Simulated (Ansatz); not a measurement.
## TaN in Ansatz: the effect of functional

Crystal: TaN.

```
Ta N
1.0
     5.19600    0.00000    0.00000
    -2.59800    4.49987    0.00000
     0.00000    0.00000    2.91100
Ta N
3 3
Direct
  0.00000 0.00000 0.00000
  0.66667 0.33333 0.50000
  0.33333 0.66667 0.50000
  0.00000 0.39285 0.00000
  0.60715 0.60715 0.00000
  0.39285 0.00000 0.00000
```

Alike in all runs:

| Quantity | Value |
| --- | --- |
| Program | Ansatz 0.2.0 |
| Task | band structure |
| Potentials or basis | Ansatz PAW |
| k mesh | 6 × 6 × 9 |
| Occupations | fermi-dirac, width 0.05 eV |
| Spin | no spin polarisation |

```tsv
functional	cutoff	pressure (GPa)	largest force (eV/Å)
LDA	420 eV (not typed: the program's choice for these potentials)	-10.0	0.05
PBEsol	420 eV (not typed: the program's choice for these potentials)	-3.8	0.02
r2SCAN	500 eV (not typed: the program's choice for these potentials)	?	?
```

Q: What does the run with functional r2SCAN give?

A: Pressure 0.3 GPa; largest force 0.03 eV/Å.

Caveats: the PAW data sets come from PBE, with cores solved anew for the run's functional, which leaves a small shift of forces and pressure.
